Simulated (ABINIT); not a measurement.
Runs of ABINIT 10.8.3 (patched build) on Pd. Symmetry: Fm-3m, No. 225, cubic system. Conventional cell: a = 3.893 Å, b = 3.893 Å, c = 3.893 Å, α = 90.00°, β = 90.00°, γ = 90.00°. Pd (site symmetry m-3m) has 12 Pd at 2.75 Å as nearest neighbours. 

```csv
task,level,potentials or basis,cell,k mesh,cutoff (eV),fine-grid cutoff,gap on the mesh (eV),pressure (GPa),V0 of scaled cells (Å³/atom),B0 (GPa)
single point,PBEsol,PseudoDojo NC SR PBEsol v0.4.1 standard,cell strained at random at fixed volume,12 × 12 × 12,1116,-,none,-2.9,-,-
equation of state,r2SCAN,JTH PAW PBE v2.0,as given,10 × 10 × 10,707,1306.15 eV,-,-,15.02,175
single point,PBEsol,PseudoDojo NC SR PBEsol v0.4.1 standard,as given,12 × 12 × 12,1116,-,none,-3.0,-,-
equation of state,PBEsol,PseudoDojo NC SR PBEsol v0.4.1 standard,as given,12 × 12 × 12,1116,-,-,-,(a),207
equation of state,r2SCAN,Ansatz NC r2SCAN,as given,10 × 10 × 10,1333,-,-,-,14.92,184
equation of state,r2SCAN,"Ansatz PAW PBE default generated set, frozen core",as given,10 × 10 × 10,490,979.61 eV,-,-,(b),184
```

Alike in all rows: no spin polarisation; smearing fermi-dirac 0.05 eV.

Q: Fill in the values left out.

A: (a) 14.53; (b) 14.90.

Caveats: pressures at fixed basis lie under the slope of the energies (some runs); the PAW data sets were made with another functional, which shifts forces and pressure a little (some runs); the atomic spheres overlap (some runs).

A k mesh can miss the band edges, and the runs leave out spin-orbit coupling on Pd.

A gap of «none» marks a metal or a gap under the smearing width.
